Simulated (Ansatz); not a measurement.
**Run times of several calculations on SiO2 with nitrogen replacing Si**

SiO2 with nitrogen replacing Si, cell charge +1. Cell: 24 atoms, space group P-4, a = 7.311 Å, b = 7.007 Å, c = 10.127 Å, α = 90.00°, β = 136.22°, γ = 90.00°.

All runs are DFT with Ansatz 0.2.0 on 1 thread of Arm Neoverse V1 (aarch64; 8 cores open to the job, memory cap 3.0 GiB, no GPU), a shared host.

(1) Rank the runs by wall time, shortest first.
A. single point, PBE, 420 eV, 4×4×4 k-points, smearing 0.01 eV
B. relaxation of the ions, PBE, 420 eV, 4×4×4 k-points, smearing 0.01 eV
C. single point at relaxed positions, r2SCAN, 500 eV, 4×4×4 k-points, smearing 0.01 eV

Answers

(1) A (93 s, 0.76 GiB), C (3.4 min, 1.5 GiB), B (8.4 min, 0.85 GiB).
